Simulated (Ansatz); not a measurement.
Cu Kα1 powder pattern (kinematic, no thermal factors).
```json
{"2θ (°)": "33.30", "relative intensity": "56", "assignment": "1 0 0"}
{"2θ (°)": "47.81", "relative intensity": "100", "assignment": "1 1 0"}
{"2θ (°)": "59.51", "relative intensity": "15", "assignment": "1 1 1"}
{"2θ (°)": "69.93", "relative intensity": "14", "assignment": "2 0 0"}
{"2θ (°)": "79.69", "relative intensity": "19", "assignment": "2 1 0"}
{"2θ (°)": "89.16", "relative intensity": "28", "assignment": "2 1 1"}
```

The pattern is computed from a structure relaxed with Ansatz, DFT PBE, scalar-relativistic, plane waves, PAW. No spin polarisation. Its elements are O, Zn.

**Question.** Give the structure.

**Answer.** ZnO.
Space group Pm-3m (No. 221). a = 2.688 Å, b = 2.688 Å, c = 2.688 Å, α = 90.00°, β = 90.00°, γ = 90.00°
```
atom  site  symmetry       x       y       z
  Zn    1a      m-3m  0.0000  0.0000  0.0000
   O    1b      m-3m  0.5000  0.5000  0.5000
```

A pattern alone doesn't exclude other cells with like lines; this is the one computed.

Another cell of ZnO relaxed alike, in Cmmm, lies 0.36 eV/atom lower, so this cell isn't the stable form at this level.

The cell was found from a structure generator's guess, not taken from experiment.
